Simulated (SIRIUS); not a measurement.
# TiB2 (P6/mmm) in SIRIUS: further runs

The runs below take TiB2 through band structure, with PBE, LDA, PBEsol, WC.

Program: SIRIUS 7.12.0. These are calculated values, not measurements. Logs are shortened: lines on timing, memory, paths and dates and some standing lists are left out, and cuts for length are marked. The log counts tension as positive stress, the text compression.

## (1) The crystal as given

The structure is hexagonal, space group P6/mmm (No. 191). Conventional cell: a = 3.029 Å, b = 3.029 Å, c = 3.228 Å, α = 90.00°, β = 90.00°, γ = 120.00°. Ti (site symmetry 6/mmm) has 12 B at 2.38 Å as nearest neighbours. Around B (site symmetry -6m2) lie 3 B at 1.75 Å.

## (2) Band structure, PBE

sirius.json reads:

```json
{
  "control": {
    "processing_unit": "cpu",
    "std_evp_solver_name": "lapack",
    "gen_evp_solver_name": "lapack",
    "verbosity": 2,
    "print_forces": true,
    "ortho_rf": true,
    "use_second_variation": true,
    "rmt_max": 3.0,
    "num_bands_to_print": 21,
    "save_wf": true
  },
  "parameters": {
    "electronic_structure_method": "full_potential_lapwlo",
    "xc_functionals": ["XC_GGA_X_PBE", "XC_GGA_C_PBE"],
    "core_relativity": "dirac",
    "valence_relativity": "koelling_harmon",
    "num_fv_states": 21,
    "smearing": "fermi_dirac",
    "smearing_width": 0.0018374661,
    "pw_cutoff": 21,
    "gk_cutoff": 4.01,
    "lmax_apw": 10,
    "lmax_rho": 8,
    "lmax_pot": 8,
    "num_mag_dims": 0,
    "auto_rmt": 0,
    "ngridk": [10, 10, 8],
    "shiftk": [0, 0, 0],
    "num_dft_iter": 80,
    "energy_tol": 1e-07,
    "density_tol": 1e-05,
    "use_symmetry": true
  },
  "settings": {"tol_ne": 1e-10},
  "iterative_solver": {"type": "exact"},
  "mixer": {"type": "anderson", "beta": 0.5, "max_history": 8},
  "unit_cell": {
    "lattice_vectors": [[5.7243583767, 0.0, 0.0], [-2.8621791884, 4.9574397745, 0.0], [0.0, 0.0, 6.1007918207]],
    "atom_types": ["B", "Ti"],
    "atom_files": {"B": "B.json", "Ti": "Ti.json"},
    "atoms": {"B": [[0.6666666667, 0.3333333333, 0.5], [0.3333333333, 0.6666666667, 0.5]], "Ti": [[0.0, 0.0, 0.0]]}
  }
}
```

B.json reads:

```json
{
  "name": "boron",
  "symbol": "B",
  "number": 5,
  "mass": 10.811,
  "rmin": 1e-06,
  "rmt": 1.62,
  "nrmt": 800,
  "rinf": 17.81,
  "core": "",
  "valence": [
    {"basis": [{"enu": 0.21, "dme": 0, "n": 0, "auto": 0}, {"enu": 0.21, "dme": 1, "n": 0, "auto": 0}]},
    {"l": 0, "n": 1, "basis": [{"enu": 0.2559, "dme": 0, "n": 0, "auto": 0}]},
    {"l": 1, "n": 2, "basis": [{"enu": 0.31, "dme": 0, "n": 0, "auto": 0}]},
    {"l": 2, "n": 3, "basis": [{"enu": 0.31, "dme": 0, "n": 0, "auto": 0}]},
    {"l": 3, "n": 4, "basis": [{"enu": 0.31, "dme": 0, "n": 0, "auto": 0}]}
  ],
  "lo": [
    {
      "l": 0,
      "basis": [{"enu": 0.2559, "dme": 0, "n": 0, "auto": 0}, {"enu": 0.2559, "dme": 1, "n": 0, "auto": 0}]
    },
    {
      "l": 0,
      "basis": [{"enu": 0.2559, "dme": 1, "n": 0, "auto": 0}, {"enu": 0.2559, "dme": 2, "n": 0, "auto": 0}]
    },
    {
      "l": 0,
      "basis": [{"enu": -6.1164, "dme": 0, "n": 1, "auto": 1}, {"enu": -6.1164, "dme": 1, "n": 1, "auto": 1}]
    },
    {
      "l": 0,
      "basis": [{"enu": 0.2559, "dme": 0, "n": 0, "auto": 0}, {"enu": 4.8284, "dme": 0, "n": 0, "auto": 0}]
    },
    {"l": 1, "basis": [{"enu": 0.31, "dme": 0, "n": 0, "auto": 0}, {"enu": 0.31, "dme": 1, "n": 0, "auto": 0}]},
    {"l": 1, "basis": [{"enu": 0.31, "dme": 1, "n": 0, "auto": 0}, {"enu": 0.31, "dme": 2, "n": 0, "auto": 0}]},
    {"l": 1, "basis": [{"enu": 0.31, "dme": 0, "n": 0, "auto": 0}, {"enu": 5.5683, "dme": 0, "n": 0, "auto": 0}]},
    {"l": 2, "basis": [{"enu": 0.31, "dme": 0, "n": 0, "auto": 0}, {"enu": 0.31, "dme": 1, "n": 0, "auto": 0}]},
    {"l": 2, "basis": [{"enu": 0.31, "dme": 1, "n": 0, "auto": 0}, {"enu": 0.31, "dme": 2, "n": 0, "auto": 0}]},
    {"l": 2, "basis": [{"enu": 0.31, "dme": 0, "n": 0, "auto": 0}, {"enu": 6.2542, "dme": 0, "n": 0, "auto": 0}]},
    {"l": 3, "basis": [{"enu": 0.31, "dme": 0, "n": 0, "auto": 0}, {"enu": 0.31, "dme": 1, "n": 0, "auto": 0}]}
  ],
  "free_atom": [... radial grid and density of the free atom, the start of the SCF ...]
}
```

Ti.json reads:

```json
{
  "name": "titanium",
  "symbol": "Ti",
  "number": 22,
  "mass": 47.867,
  "rmin": 1e-06,
  "rmt": 2.23,
  "nrmt": 800,
  "rinf": 17.51,
  "core": "1s2s2p",
  "valence": [
    {"basis": [{"enu": 0.21, "dme": 0, "n": 0, "auto": 0}, {"enu": 0.21, "dme": 1, "n": 0, "auto": 0}]},
    {"l": 0, "n": 1, "basis": [{"enu": 0.31, "dme": 0, "n": 0, "auto": 0}]},
    {"l": 1, "n": 2, "basis": [{"enu": 0.31, "dme": 0, "n": 0, "auto": 0}]},
    {"l": 2, "n": 3, "basis": [{"enu": 0.31, "dme": 0, "n": 0, "auto": 0}]},
    {"l": 3, "n": 4, "basis": [{"enu": 0.31, "dme": 0, "n": 0, "auto": 0}]}
  ],
  "lo": [
    {"l": 0, "basis": [{"enu": 0.31, "dme": 0, "n": 0, "auto": 0}, {"enu": 0.31, "dme": 1, "n": 0, "auto": 0}]},
    {
      "l": 0,
      "basis": [{"enu": -1.8103, "dme": 0, "n": 3, "auto": 1}, {"enu": -1.8103, "dme": 1, "n": 3, "auto": 1}]
    },
    {
      "l": 0,
      "basis": [{"enu": -1.8103, "dme": 1, "n": 3, "auto": 1}, {"enu": 0.31, "dme": 0, "n": 0, "auto": 0}]
    },
    {"l": 0, "basis": [{"enu": 0.31, "dme": 0, "n": 0, "auto": 0}, {"enu": 3.5274, "dme": 0, "n": 0, "auto": 0}]},
    {"l": 1, "basis": [{"enu": 0.31, "dme": 0, "n": 0, "auto": 0}, {"enu": 0.31, "dme": 1, "n": 0, "auto": 0}]},
    {
      "l": 1,
      "basis": [{"enu": -0.9503, "dme": 0, "n": 3, "auto": 1}, {"enu": -0.9503, "dme": 1, "n": 3, "auto": 1}]
    },
    {
      "l": 1,
      "basis": [{"enu": -0.9503, "dme": 1, "n": 3, "auto": 1}, {"enu": 0.31, "dme": 0, "n": 0, "auto": 0}]
    },
    {"l": 1, "basis": [{"enu": 0.31, "dme": 0, "n": 0, "auto": 0}, {"enu": 4.0101, "dme": 0, "n": 0, "auto": 0}]},
    {"l": 2, "basis": [{"enu": 0.31, "dme": 0, "n": 0, "auto": 0}, {"enu": 0.31, "dme": 1, "n": 0, "auto": 0}]},
    {"l": 2, "basis": [{"enu": 0.31, "dme": 1, "n": 0, "auto": 0}, {"enu": 0.31, "dme": 2, "n": 0, "auto": 0}]},
    {"l": 2, "basis": [{"enu": 0.31, "dme": 0, "n": 0, "auto": 0}, {"enu": 3.447, "dme": 0, "n": 0, "auto": 0}]},
    {"l": 3, "basis": [{"enu": 0.31, "dme": 0, "n": 0, "auto": 0}, {"enu": 0.31, "dme": 1, "n": 0, "auto": 0}]},
    {"l": 3, "basis": [{"enu": 0.31, "dme": 0, "n": 0, "auto": 0}, {"enu": 3.809, "dme": 0, "n": 0, "auto": 0}]}
  ],
  "free_atom": [... radial grid and density of the free atom, the start of the SCF ...]
}
```

sirius_start.json reads:

```json
{
  "control": {
    "processing_unit": "cpu",
    "std_evp_solver_name": "lapack",
    "gen_evp_solver_name": "lapack",
    "verbosity": 1,
    "print_forces": false,
    "ortho_rf": true,
    "use_second_variation": true,
    "rmt_max": 3.0,
    "num_bands_to_print": 21,
    "save_wf": false
  },
  "parameters": {
    "electronic_structure_method": "full_potential_lapwlo",
    "xc_functionals": ["XC_LDA_X", "XC_LDA_C_PW"],
    "core_relativity": "dirac",
    "valence_relativity": "koelling_harmon",
    "num_fv_states": 21,
    "smearing": "fermi_dirac",
    "smearing_width": 0.0055123983,
    "pw_cutoff": 21,
    "gk_cutoff": 3.21,
    "lmax_apw": 10,
    "lmax_rho": 8,
    "lmax_pot": 8,
    "num_mag_dims": 0,
    "auto_rmt": 0,
    "ngridk": [4, 4, 3],
    "shiftk": [0, 0, 0],
    "num_dft_iter": 30,
    "energy_tol": 0.01,
    "density_tol": 0.05,
    "use_symmetry": true
  },
  "settings": {"tol_ne": 1e-10},
  "iterative_solver": {"type": "exact"},
  "mixer": {"type": "anderson", "beta": 0.5, "max_history": 8},
  "unit_cell": {
    "lattice_vectors": [[5.7243583767, 0.0, 0.0], [-2.8621791884, 4.9574397745, 0.0], [0.0, 0.0, 6.1007918207]],
    "atom_types": ["B", "Ti"],
    "atom_files": {"B": "B.json", "Ti": "Ti.json"},
    "atoms": {"B": [[0.6666666667, 0.3333333333, 0.5], [0.3333333333, 0.6666666667, 0.5]], "Ti": [[0.0, 0.0, 0.0]]}
  }
}
```

sirius_bands.json reads:

```json
{
  "control": {
    "processing_unit": "cpu",
    "std_evp_solver_name": "lapack",
    "gen_evp_solver_name": "lapack",
    "verbosity": 2,
    "print_forces": true,
    "ortho_rf": true,
    "use_second_variation": true,
    "rmt_max": 3.0,
    "num_bands_to_print": 21,
    "save_wf": true
  },
  "parameters": {
    "electronic_structure_method": "full_potential_lapwlo",
    "xc_functionals": ["XC_GGA_X_PBE", "XC_GGA_C_PBE"],
    "core_relativity": "dirac",
    "valence_relativity": "koelling_harmon",
    "num_fv_states": 21,
    "smearing": "fermi_dirac",
    "smearing_width": 0.0018374661,
    "pw_cutoff": 21,
    "gk_cutoff": 4.01,
    "lmax_apw": 10,
    "lmax_rho": 8,
    "lmax_pot": 8,
    "num_mag_dims": 0,
    "auto_rmt": 0,
    "ngridk": [10, 10, 8],
    "shiftk": [0, 0, 0],
    "num_dft_iter": 80,
    "energy_tol": 1e-07,
    "density_tol": 1e-05,
    "use_symmetry": true
  },
  "settings": {"tol_ne": 1e-10},
  "iterative_solver": {"type": "exact"},
  "mixer": {"type": "anderson", "beta": 0.5, "max_history": 8},
  "unit_cell": {
    "lattice_vectors": [[5.7243583767, 0.0, 0.0], [-2.8621791884, 4.9574397745, 0.0], [0.0, 0.0, 6.1007918207]],
    "atom_types": ["B", "Ti"],
    "atom_files": {"B": "B.json", "Ti": "Ti.json"},
    "atoms": {"B": [[0.6666666667, 0.3333333333, 0.5], [0.3333333333, 0.6666666667, 0.5]], "Ti": [[0.0, 0.0, 0.0]]}
  },
  "kpoints_rel": {
    "G": [0.0, 0.0, 0.0],
    "A": [0.0, 0.0, 0.5],
    "H": [0.3333333333, 0.3333333333, 0.5],
    "K": [0.3333333333, 0.3333333333, 0.0],
    "L": [0.5, 0.0, 0.5],
    "M": [0.5, 0.0, 0.0]
  },
  "kpoints_path": ["G", "M", "K", "G", "A", "L", "H", "A"]
}
```

Potentials or basis: all-electron FP-LAPW (Koelling-Harmon valence), apw+lo standard.

Command:

```bash
$ OMP_NUM_THREADS=1 sirius.scf --input=sirius_start.json --output=start.json
$ OMP_NUM_THREADS=1 sirius.scf --input=sirius.json --output=output.json --task=1
$ OMP_NUM_THREADS=1 sirius.scf --input=sirius_bands.json --output=bands_out.json --task=2
```

Output:

```text
[info] SIRIUS version : 7.12.0
[info] number of MPI ranks           : 1
[info] MPI grid                      : 1 1
[info] maximum number of OMP threads : 1
[fft] FFT context for density and potential
[fft] =====================================
[fft]   plane wave cutoff                     : 21
[fft]   grid size                             : 45 45 45   total : 91125
[fft]   grid limits                           : -22 22   -22 22   -22 22
[fft]   number of G-vectors within the cutoff : 26975
[fft]   number of G-shells                    : 1391
[fft] FFT context for coarse grid
[fft] =====================================
[fft]   plane wave cutoff                     : 8.02
[fft]   grid size                             : 18 18 18   total : 5832
[fft]   grid limits                           : -8 9   -8 9   -8 9
[fft]   number of G-vectors within the cutoff : 1545
[fft]   number of G-shells                    : 107
[unit cell] lattice vectors
[unit cell]   a1 :       5.7243583767      0.0000000000      0.0000000000
[unit cell]   a2 :      -2.8621791884      4.9574397745      0.0000000000
[unit cell]   a3 :       0.0000000000      0.0000000000      6.1007918207
[unit cell] reciprocal lattice vectors
[unit cell]   b1 :       1.0976226319      0.6337127220     -0.0000000000
[unit cell]   b2 :       0.0000000000      1.2674254440      0.0000000000
[unit cell]   b3 :       0.0000000000     -0.0000000000      1.0298966908
[unit cell] unit cell volume :       173.12925801 [a.u.^3]
[unit cell] 1/sqrt(omega)    :         0.07600021
[unit cell] MT volume        :        82.06938731 (47.40%)
[unit cell] IT volume        :        91.05987070 (52.60%)
[unit cell] number of atom types : 2
[unit cell] type id : 0 symbol :  B mt_radius :   1.620000 num_atoms : 2
[unit cell] type id : 1 symbol : Ti mt_radius :   2.230000 num_atoms : 1
[unit cell] total number of atoms : 3
[unit cell] number of symmetry classes : 2
[unit cell] atom id  type id  class id             position                      vector_field
[unit cell] ------------------------------------------------------------------------------------------
[unit cell]      0        0        0      0.66667   0.33333   0.50000      0.00000   0.00000   0.00000
[unit cell]      1        0        0      0.33333   0.66667   0.50000      0.00000   0.00000   0.00000
[... 417 lines left out ...]
[find] <mag|B^{XC}>                   :       0.00000000
[find] <rho|V^{H}>                    :   -1365.18343396
[find] smearing (-TS)                 :      -0.00023395
[find] SCF correction                 :       0.00005353
[find] Total energy                   :    -903.64269649 (Ha),   -1807.28539298 (Ry)
[find] Free energy (E-TS)             :    -903.64293044 (Ha),   -1807.28586089 (Ry)
[find] band gap (eV)                  :       0.00000000
[find] Efermi                         :       0.40664028
[find] iteration : 6, RMS (target) : 6.5936e-06 (1.0000e-05) , energy difference (target) : -1.4128e-08 (1.0000e-07)
[find] converged after 7 SCF iterations!
[find] Charges and magnetic moments
[find] --------------------------------------------------------------------------------
[find] atom      charge    core leakage
[find] --------------------------------------------------------------------------------
[find]    0    3.689047    0.000000e+00
[find]    1    3.689047    0.000000e+00
[find]    2   20.156235    4.116707e-09
[find] total core leakage    : 4.11670747e-09
[find] interstitial charge   : 4.465671
[find] total charge          : 31.999999
[find] Energy
[find] --------------------------------------------------------------------------------
[find] valence_eval_sum               :     -29.92470573
[find] core_eval_sum                  :    -489.02735100
[find] kinetic energy                 :     911.51998136
[find] enuc                           :   -1082.11236774
[find] <rho|V^{XC}>                   :     -65.28860408
[find] <rho|E^{XC}>                   :     -50.45864665
[find] <mag|B^{XC}>                   :       0.00000000
[find] <rho|V^{H}>                    :   -1365.18343396
[find] smearing (-TS)                 :      -0.00023395
[find] SCF correction                 :       0.00005353
[find] Total energy                   :    -903.64269649 (Ha),   -1807.28539298 (Ry)
[find] Free energy (E-TS)             :    -903.64293044 (Ha),   -1807.28586089 (Ry)
[find] band gap (eV)                  :       0.00000000
[find] Efermi                         :       0.40664028
[ground_state]
[ground_state] ==== total Forces in Ha/bohr =====
[ground_state] atom:    0, force:       0.0000000      0.0000000     -0.0000000
[ground_state] atom:    1, force:      -0.0000000      0.0000000      0.0000000
[ground_state] atom:    2, force:       0.0000000      0.0000000      0.0000000
[ground_state] ==== contribution from density =====
[ground_state] atom:    0, force:       0.0000000      0.0000000      0.0000000
[ground_state] atom:    1, force:      -0.0000000     -0.0000000      0.0000000
[ground_state] atom:    2, force:       0.0000000      0.0000000      0.0000000
[ground_state] ==== contribution from Hartree potential =====
[ground_state] atom:    0, force:      -0.0000000      0.0000000      0.0000000
[ground_state] atom:    1, force:       0.0000000      0.0000000     -0.0000000
[ground_state] atom:    2, force:       0.0000000      0.0000000      0.0000000
[ground_state] ==== contribution from IBS =====
[ground_state] atom:    0, force:       0.0000000      0.0000000     -0.0000000
[ground_state] atom:    1, force:      -0.0000000      0.0000000      0.0000000
[ground_state] atom:    2, force:       0.0000000      0.0000000      0.0000000
```

Wall time 64 s (1 thread of Arm Neoverse V2, shared host); peak memory 0.52 GiB.

Results:

```
Free energy                                       : -24589.3768 eV
Band gap along the path                           : none (metal or under the smearing width)
All electrons inside the program's atomic spheres : Ti 20.16; B 3.69 (radii B 1.62, Ti 2.23 bohr)
```

Levels at the corners of the path, in eV from the Fermi level:
```tsv
point	band 8	band 9	band 10	band 11	band 12	band 13	band 14	band 15
Γ	-2.55	-2.55	-2.27	-2.06	1.96	1.96	3.71	3.71
M	-9.18	-3.21	-3.17	-2.21	1.40	2.80	3.28	3.42
K	-8.26	-7.29	-1.80	-1.80	1.42	1.42	2.06	6.98
Γ	-2.55	-2.55	-2.27	-2.06	1.96	1.96	3.71	3.71
A	-7.56	-0.50	-0.50	-0.12	-0.12	0.49	0.49	1.70
L	-7.50	-4.58	-3.77	-3.09	2.55	2.98	4.53	4.64
H	-8.51	-5.67	-3.11	-3.11	2.58	4.30	4.30	4.55
A	-7.56	-0.50	-0.50	-0.12	-0.12	0.49	0.49	1.70
```

## (3) Band structure, LDA

Changes to sirius.json since step 2:

```diff
@@ -15,5 +15,5 @@
     "electronic_structure_method": "full_potential_lapwlo",
-    "xc_functionals": ["XC_GGA_X_PBE", "XC_GGA_C_PBE"],
+    "xc_functionals": ["XC_LDA_X", "XC_LDA_C_PW"],
     "core_relativity": "dirac",
-    "valence_relativity": "koelling_harmon",
+    "valence_relativity": "iora",
     "num_fv_states": 21,
```

B.json is that of step 2.

Ti.json is that of step 2.

Changes to sirius_start.json since step 2:

```diff
@@ -17,3 +17,3 @@
     "core_relativity": "dirac",
-    "valence_relativity": "koelling_harmon",
+    "valence_relativity": "iora",
     "num_fv_states": 21,
```

Changes to sirius_bands.json since step 2:

```diff
@@ -15,5 +15,5 @@
     "electronic_structure_method": "full_potential_lapwlo",
-    "xc_functionals": ["XC_GGA_X_PBE", "XC_GGA_C_PBE"],
+    "xc_functionals": ["XC_LDA_X", "XC_LDA_C_PW"],
     "core_relativity": "dirac",
-    "valence_relativity": "koelling_harmon",
+    "valence_relativity": "iora",
     "num_fv_states": 21,
```

Potentials or basis: all-electron FP-LAPW, apw+lo standard.

Command:

```bash
$ OMP_NUM_THREADS=1 sirius.scf --input=sirius_start.json --output=start.json
$ OMP_NUM_THREADS=1 sirius.scf --input=sirius.json --output=output.json --task=1
$ OMP_NUM_THREADS=1 sirius.scf --input=sirius_bands.json --output=bands_out.json --task=2
```

Wall time 63 s (1 thread of Arm Neoverse V2, shared host); peak memory 0.51 GiB.

It converged, with:

| Item | Value |
| --- | --- |
| Free energy | -24527.8843 eV |
| Band gap along the path | none (metal or under the smearing width) |
| All electrons inside the program's atomic spheres | Ti 20.18; B 3.69 (radii B 1.62, Ti 2.23 bohr) |

Levels at the corners of the path, in eV from the Fermi level:
```csv
point,band 8,band 9,band 10,band 11,band 12,band 13,band 14,band 15
Γ,-2.53,-2.53,-2.20,-2.05,1.95,1.95,3.70,3.70
M,-8.97,-3.16,-3.14,-2.19,1.40,2.80,3.28,3.45
K,-8.08,-7.23,-1.79,-1.79,1.43,1.43,2.04,6.99
Γ,-2.53,-2.53,-2.20,-2.05,1.95,1.95,3.70,3.70
A,-7.47,-0.47,-0.47,-0.11,-0.11,0.48,0.48,1.68
L,-7.35,-4.55,-3.73,-2.99,2.53,2.98,4.57,4.64
H,-8.36,-5.59,-3.04,-3.04,2.56,4.34,4.34,4.57
A,-7.47,-0.47,-0.47,-0.11,-0.11,0.48,0.48,1.68
```

## (4) Band structure, PBEsol

Changes to sirius.json since step 3:

```diff
@@ -15,3 +15,3 @@
     "electronic_structure_method": "full_potential_lapwlo",
-    "xc_functionals": ["XC_LDA_X", "XC_LDA_C_PW"],
+    "xc_functionals": ["XC_GGA_X_PBE_SOL", "XC_GGA_C_PBE_SOL"],
     "core_relativity": "dirac",
```

B.json is that of step 3.

Ti.json is that of step 3.

sirius_start.json is that of step 3.

Changes to sirius_bands.json since step 3:

```diff
@@ -15,3 +15,3 @@
     "electronic_structure_method": "full_potential_lapwlo",
-    "xc_functionals": ["XC_LDA_X", "XC_LDA_C_PW"],
+    "xc_functionals": ["XC_GGA_X_PBE_SOL", "XC_GGA_C_PBE_SOL"],
     "core_relativity": "dirac",
```

Command:

```bash
$ OMP_NUM_THREADS=1 sirius.scf --input=sirius_start.json --output=start.json
$ OMP_NUM_THREADS=1 sirius.scf --input=sirius.json --output=output.json --task=1
$ OMP_NUM_THREADS=1 sirius.scf --input=sirius_bands.json --output=bands_out.json --task=2
```

Wall time 69 s (1 thread of Arm Neoverse V2, shared host); peak memory 0.52 GiB.

Results (log left out):

| Property | Result |
| --- | --- |
| Free energy | -24557.0872 eV |
| Band gap along the path | none (metal or under the smearing width) |
| All electrons inside the program's atomic spheres | Ti 20.16; B 3.68 (radii B 1.62, Ti 2.23 bohr) |

Levels at the corners of the path, in eV from the Fermi level:
```csv
point,band 8,band 9,band 10,band 11,band 12,band 13,band 14,band 15
Γ,-2.53,-2.53,-2.24,-2.08,1.97,1.97,3.75,3.75
M,-9.12,-3.18,-3.16,-2.23,1.41,2.83,3.31,3.45
K,-8.21,-7.29,-1.80,-1.80,1.44,1.44,2.07,7.04
Γ,-2.53,-2.53,-2.24,-2.08,1.97,1.97,3.75,3.75
A,-7.56,-0.46,-0.46,-0.12,-0.12,0.49,0.49,1.71
L,-7.45,-4.57,-3.77,-3.07,2.56,3.01,4.58,4.69
H,-8.47,-5.65,-3.10,-3.10,2.59,4.35,4.35,4.59
A,-7.56,-0.46,-0.46,-0.12,-0.12,0.49,0.49,1.71
```

[end of part 1 of 2]
